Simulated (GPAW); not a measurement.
# LiF (Griceite) in GPAW: convergence with basis set

Input of the first run (basis set lcao:sz(dzp)); the others differ in this setting and in those tied to it:

File run.py:

```python
from ase import Atoms
from ase.dft.bandgap import bandgap
from ase.io import write
from gpaw import GPAW

atoms = Atoms(['F', 'Li'],
              cell=[[0.0, 2.014, 2.014],
                    [2.014, 0.0, 2.014],
                    [2.014, 2.014, 0.0]],
              scaled_positions=[[0.5, 0.5, 0.5],
                                [0.0, 0.0, 0.0]],
              pbc=True)

calc = GPAW(mode='lcao',
            h=0.16,
            basis='sz(dzp)',
            xc='RPBE',
            kpts={'size': (11, 11, 11), 'gamma': True},
            occupations={'name': 'fermi-dirac', 'width': 0.05},
            convergence={'density': 1e-05, 'energy': 1e-05},
            maxiter=100,
            txt='gpaw.txt')
atoms.calc = calc
energy = atoms.get_potential_energy()
forces = atoms.get_forces()
calc.write('gs.gpw')
write('result.traj', atoms)
print(f'Energy: {energy:.6f} eV')
print('Forces (eV/A):')
print(forces.round(4))
print('Fermi level:', round(calc.get_fermi_level(), 4), 'eV')
print(f'Gap: {bandgap(calc)[0]:.4f} eV, direct: {bandgap(calc, direct=True)[0]:.4f} eV')
```

Potentials or basis: the program's PAW data sets (release 1.2.1) made for this functional, lcao:sz(dzp).

Command:

```console
$ OMP_NUM_THREADS=1 python run.py
```

Hardware: 1 thread of Arm Neoverse V1, with other jobs on the host.

```
    basis set  energy less the tightest run, at zero smearing (meV/atom)  gap on the mesh (eV)  SCF cycles  CPU time (s)  peak memory (GiB)
 lcao:sz(dzp)                                                    1082.68                 7.186           8            33               0.14
lcao:szp(dzp)                                                     194.37                 9.176           7           160               0.15
 lcao:dz(dzp)                                                     275.34                 9.083           8            48               0.14
     lcao:dzp                                                     112.99                 9.191           8           210               0.16
           fd                                                     -97.98                 9.338          10            21               0.19
           pw                                                       0.00                 9.329          10            11               0.14
```

Against the tightest run, the gap on the mesh stays within 0.01 eV from fd on. Not settled before the last step: the energy (to 1 meV/atom). The tightest run that finished is the yardstick and may itself not be fully converged.

Caveat, for the tightest run too: an odd mesh through Γ misses points on the zone boundary, where band edges often lie.
